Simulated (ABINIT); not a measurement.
Crystal: I.

```
CELL_PARAMETERS angstrom
0.00000 2.36560 3.90984
2.19225 0.00000 3.90984
2.19225 2.36560 0.00000
ATOMIC_POSITIONS crystal
I 0.00000 0.00000 0.00000
```

Base run:

| Quantity | Value |
| --- | --- |
| Program | ABINIT 10.8.3 (patched build) |
| Functional | SCAN |
| Potentials or basis | JTH PAW PBE v2.0 |
| Cutoff | 490 eV |
| k mesh | 9 × 9 × 9 |
| Occupations | fermi-dirac, width 0.05 eV |
| Spin | no spin polarisation |

Its results: pressure -0.7 GPa.

Q: The run is repeated on the same cell with these changes: functional from SCAN to r2SCAN; k mesh from 9 × 9 × 9 to 4 × 4 × 4. What comes out?

A: Pressure -1.8 GPa.

Several settings changed at once, so the effect can't be laid on one alone.

Caveats: some runs use coarse meshes; the PAW data sets were made with another functional, which shifts forces and pressure a little; an odd number of electrons without spin polarisation forces a metal (some runs); a magnetic or distorted state may lie lower (some runs).
